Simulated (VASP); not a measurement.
# BAs (F-43m) in VASP: further runs

The runs below take BAs through G0W0 quasiparticle levels, with PBE.

Everything below comes from runs of VASP 6.6.1. Logs are shortened: lines on timing, memory, paths and dates and some standing lists are left out, and cuts for length are marked.

## Step 1: Starting point

Symmetry: F-43m, No. 216, cubic system. The conventional cell has a = 4.777 Å, b = 4.777 Å, c = 4.777 Å, α = 90.00°, β = 90.00°, γ = 90.00°. As (site symmetry -43m) has 4 B at 2.07 Å as nearest neighbours. Around B (site symmetry -43m) lie 4 As at 2.07 Å.

## Step 2: G0W0 quasiparticle levels, PBE

POSCAR

```
BAs
1.0
    0.0000000000      2.3885000000      2.3885000000
    2.3885000000      0.0000000000      2.3885000000
    2.3885000000      2.3885000000      0.0000000000
As B
1 1
Direct
    0.7500000000      0.7500000000      0.7500000000
    0.0000000000      0.0000000000      0.0000000000
```

INCAR.step1

```
  PREC = Accurate
  ENCUT = 450
  EDIFF = 1E-8
  ISMEAR = 0
  SIGMA = 0.01
  LREAL = F
  LASPH = T
  NELM = 80
  ALGO = Fast
  LWAVE = T
  LCHARG = F
  GGA = PE
```

INCAR.step2

```
  PREC = Accurate
  ENCUT = 450
  EDIFF = 1E-8
  ISMEAR = 0
  SIGMA = 0.01
  LREAL = F
  LASPH = T
  NELM = 1
  ALGO = Exact
  LWAVE = T
  LCHARG = F
  GGA = PE
  NBANDS = 167
  LOPTICS = T
  ISTART = 1
```

INCAR.step3

```
  PREC = Accurate
  ENCUT = 450
  EDIFF = 1E-8
  ISMEAR = 0
  SIGMA = 0.01
  LREAL = F
  LASPH = T
  ALGO = EVGW0
  LWAVE = F
  LCHARG = F
  GGA = PE
  NELMGW = 1
  NBANDS = 167
  ENCUTGW = 50
  NOMEGA = 48
  PRECFOCK = Fast
  ISTART = 1
  NBANDSGW = 12
```

KPOINTS

```
regular mesh
0
Gamma
  3 3 3
```

Potentials or basis: VASP PAW PBE potentials, release 64 (As_GW, B_GW).

Launch:

```
$ cat potpaw_PBE.64/As_GW/POTCAR potpaw_PBE.64/B_GW/POTCAR > POTCAR
$ cp INCAR.step1 INCAR
$ mpirun -np 1 vasp_std > vasp.out
$ cp INCAR.step2 INCAR
$ mpirun -np 1 vasp_std > vasp.out
$ cp INCAR.step3 INCAR
$ mpirun -np 1 vasp_std > vasp.out
```

OUTCAR:

```text
PREC = Accurate
   ENCUT = 450
   EDIFF = 1E-8
   ISMEAR = 0
   LREAL = F
   LASPH = T
   GGA = PE
   NELMGW = 1
   ENCUTGW = 50
   PRECFOCK = Fast
   ISTART = 1

 Found      4 irreducible k-points:

 Following reciprocal coordinates:
            Coordinates               Weight
  0.000000  0.000000  0.000000      1.000000
  0.333333  0.000000  0.000000      8.000000
  0.333333  0.333333  0.000000      6.000000
 -0.333333  0.333333  0.000000     12.000000
   k-points           NKPTS =      4   k-points in BZ     NKDIM =     27   number of bands    NBANDS=    167
   number of dos      NEDOS =    301   number of ions     NIONS =      2
   total plane-waves  NPLWV =  13824
   dimension x,y,z NGX =    24 NGY =   24 NGZ =   24
   dimension x,y,z NGXF=    48 NGYF=   48 NGZF=   48
   ions per type =               1   1
   NGX,Y,Z   is equivalent  to a cutoff of  11.81, 11.81, 11.81 a.u.
   NGXF,Y,Z  is equivalent  to a cutoff of  23.62, 23.62, 23.62 a.u.
 SYSTEM =  unknown system
   PREC   = accura    normal or accurate (medium, high low for compatibility)
   ISTART =      1    job   : 0-new  1-cont  2-samecut
   ICHARG =      0    charge: 1-file 2-atom 10-const
   ISPIN  =      1    spin polarized calculation?
   LNONCOLLINEAR =      F non collinear calculations
   LSORBIT =      F    spin-orbit coupling
   LASPH  =      T    aspherical Exc in radial PAW
   ENCUT  =  450.0 eV  33.07 Ry    5.75 a.u.   5.84  5.84  5.84*2*pi/ulx,y,z
   NELM   =     60;   NELMIN=  2; NELMDL=  0     # of ELM steps
   EDIFF  = 0.1E-07   stopping-criterion for ELM
   LREAL  =      F    real-space projection
   EDIFFG = 0.1E-06   stopping-criterion for IOM
   NSW    =      0    number of steps for IOM
   IBRION =     -1    ionic relax: 0-MD 1-quasi-New 2-CG
   NFREE  =      0    steps in history (QN), initial steepest desc. (CG)
   ISIF   =      0    stress and relaxation
   ISYM   =      3    0-nonsym 1-usesym 2-fastsym
   POTIM  = 0.5000    time-step for ionic-motion
   TEBEG  =    0.0;   TEEND  =   0.0 temperature during run
   PSTRESS=    0.0 pullay stress
   NELECT =       8.0000    total number of electrons
   NUPDOWN=      -1.0000    fix difference up-down
   EMIN   =  10.00;   EMAX   =-10.00  energy-range for DOS
   EFERMI =   0.00;   METHOD = LEGACY
   ISMEAR =     0;   SIGMA  =   0.01  broadening in eV -4-tet -1-fermi 0-gaus
   EFERMI_NEDOS =   21; number of points for ismear=-14 and -15
   IALGO  =     38    algorithm
   IMIX   =      4    mixing-type and parameters
     AMIX     =   0.40;   BMIX     =  1.00
     AMIX_MAG =   1.60;   BMIX_MAG =  1.00
  volume/ion in A,a.u.               =      13.63        91.95
  Fermi-wavevector in a.u.,A,eV,Ry     =   1.088018  2.056057 16.106360  1.183784
  Thomas-Fermi vector in A             =   2.224191
   LORBIT       =      0    0 simple, 1 ext, 2 COOP (PROOUT), +10 PAW based schemes
   GGA     = PE    functional components
   LHFCALC =     T    Hartree Fock is set to
   PRECFOCK=fast      Normal, Fast or Accurate (Low or Medium for compatibility)
   ENCUT4O =  -1.0   cutoff for four orbital integrals eV
   NKREDX  =     1    reduce k-point grid by
   NKREDY  =     1    reduce k-point grid by
   NKREDZ  =     1    reduce k-point grid by
   AEXX    =    1.0000 exact exchange contribution
   HFSCREEN=    0.0000 screening length (either q_TF or 0.3 A-1)
   HFSCREENC=   0.0000 screening length for correlation (either q_TF or 0.3 A-1)
   ENCUTFOCK=  -1.0 apply spherical cutoff to Coloumb kernel
   IVDW    =     0    specifies the selected vdW correction
   LEPSILON=     F    determine dielectric tensor
   LRPA    =     F    only Hartree local field effects (RPA)
   LRPAFORCE           =     F    calculate RPA forces
   ENCUTGW             =  50.0    cutoff for response function in eV
   ENCUTGWSOFT         =  40.0    soft cutoff for Coulomb kernel in GW response function in eV
   ENCUTLF             =  -1.0    cutoff for local field effects
   NELMGW              =     1    number of iterations in solving QP/BSE equation
   NELMHF              =     1    number of iterations in the inner HF iteration
   NKREDLFX            =     1    NKREDLFY  =   1   NKREDLFZ  =   1
 non-spin polarized calculation
 Gauss-broadening in eV      SIGMA  =   0.01
  energy-cutoff  :      450.00
  volume of cell :       27.25
 maximum number of plane-waves:       609
  NGX = 14; NGY = 14; NGZ = 14
   NGX = 11   NGY = 11   NGZ = 11
 maximum number of plane-waves:        26
 NGX is ok and might be reduce to    10

 QP shifts <psi_nk| G(iteration)W_0 |psi_nk>: iteration 1
 for sc-GW calculations column KS-energies equals QP-energies in previous step
 and V_xc(KS)=  KS-energies - (<T + V_ion + V_H > + <T+V_H+V_ion>^1  + <V_x>^1)

 k-point   1 :       0.0000    0.0000    0.0000
  band No.  KS-energies  QP-energies   sigma(KS)   V_xc(KS)     V^pw_x(r,r')   Z            occupation Imag(sigma)

      1      -9.1660      -9.5897     -12.2153     -11.6436     -19.5361       0.7412       2.0000       1.3272
      2       6.2712       6.2492     -12.6403     -12.6127     -14.7586       0.7957       2.0000       0.0909
      3       6.2712       6.2492     -12.6403     -12.6127     -14.7586       0.7957       2.0000       0.0909
      4       6.2712       6.2492     -12.6403     -12.6127     -14.7586       0.7957       2.0000       0.0909
      5       9.5022      10.0508     -10.6763     -11.3720      -6.3473       0.7885       0.0000      -0.0856
      6       9.5022      10.0508     -10.6763     -11.3720      -6.3473       0.7885       0.0000      -0.0856
      7       9.5022      10.0508     -10.6763     -11.3720      -6.3473       0.7885       0.0000      -0.0856
      8      10.9398      11.8403     -11.4302     -12.6009      -6.1731       0.7691       0.0000      -0.1433
      9      15.8266      15.7413      -8.9179      -8.8101      -2.9261       0.7912       0.0000      -0.3416
     10      19.1544      19.3857     -10.1054     -10.4036      -4.3233       0.7757       0.0000      -0.2892
     11      19.1544      19.3857     -10.1054     -10.4036      -4.3233       0.7757       0.0000      -0.2892
     12      20.5662      20.5289      -9.0028      -8.9570      -2.4337       0.8144       0.0000      -0.6850

 k-point   2 :       0.3333    0.0000    0.0000
  band No.  KS-energies  QP-energies   sigma(KS)   V_xc(KS)     V^pw_x(r,r')   Z            occupation Imag(sigma)
[... 33 lines left out ...]
      1      -5.3389      -5.5496     -12.5337     -12.2478     -18.4720       0.7369       2.0000       0.7261
      2      -1.6114      -1.9994     -12.4822     -11.9691     -17.1029       0.7561       2.0000       0.3989
      3       0.1557      -0.2510     -11.5259     -11.0017     -14.8096       0.7759       2.0000       0.2156
      4       3.1963       3.0041     -12.2591     -12.0124     -15.0695       0.7795       2.0000       0.1267
      5       8.7106       8.9527      -9.9635     -10.2680      -5.4294       0.7950       0.0000      -0.0922
      6      13.5084      14.2211     -10.7624     -11.6901      -5.1125       0.7682       0.0000      -0.2141
      7      14.3617      15.0712     -10.7981     -11.7081      -5.1334       0.7797       0.0000      -0.2662
      8      15.6007      16.2138     -10.9071     -11.7060      -4.9689       0.7675       0.0000      -0.3090
      9      15.7170      15.9926     -10.0279     -10.3779      -4.5681       0.7877       0.0000      -0.2464
     10      18.3558      18.4968      -9.8065      -9.9829      -4.0989       0.7996       0.0000      -0.3503
     11      23.1158      23.6652     -10.5738     -11.3129      -3.3076       0.7434       0.0000      -0.7780
     12      24.7319      24.7564      -9.2686      -9.3001      -2.4061       0.7773       0.0000      -0.7938
```

OUTCAR.step2:

```text
PREC = Accurate
   ENCUT = 450
   EDIFF = 1E-8
   ISMEAR = 0
   LREAL = F
[... 517 lines left out ...]
     0.00000    20.52990    20.52990    20.52990     0.00000    -0.00000    -0.00000
     2.33457    28.57218    28.57218    28.57218     0.00000    -0.00000    -0.00000
     4.66915   -28.77169   -28.77169   -28.77169     0.00000     0.00000    -0.00000
     7.00372   -27.08562   -27.08562   -27.08562    -0.00000     0.00000     0.00000
     9.33829    -6.98246    -6.98246    -6.98246    -0.00000     0.00000     0.00000
    11.67286    -2.66367    -2.66367    -2.66367    -0.00000     0.00000     0.00000
[... 92 lines left out ...]
   228.78814     0.98863     0.98863     0.98863    -0.00000     0.00000     0.00000
   231.12272     0.98886     0.98886     0.98886    -0.00000     0.00000     0.00000
```

Wall time 14 s (1 thread of Intel Xeon 6975P-C (Granite Rapids), shared host); peak memory 0.17 GiB.

These settings aren't checked as converged: the numbers below hold their error.

What came out:

| Item | Value |
| --- | --- |
| Band gap on the k mesh, mean-field level | 1.24 eV, indirect (least direct gap 3.23 eV) |
| Quasiparticle gap | 1.48 eV |
| Least direct quasiparticle gap | 3.80 eV |

Caveat: the k mesh is coarse (spacing up to 0.76 Å⁻¹), so the values aren't converged; bands, screening cutoff and mesh are small and nothing is extrapolated, so the quasiparticle values aren't converged; an odd mesh through Γ misses points on the zone boundary, where band edges often lie.

(Continued in part 2 of 3.)
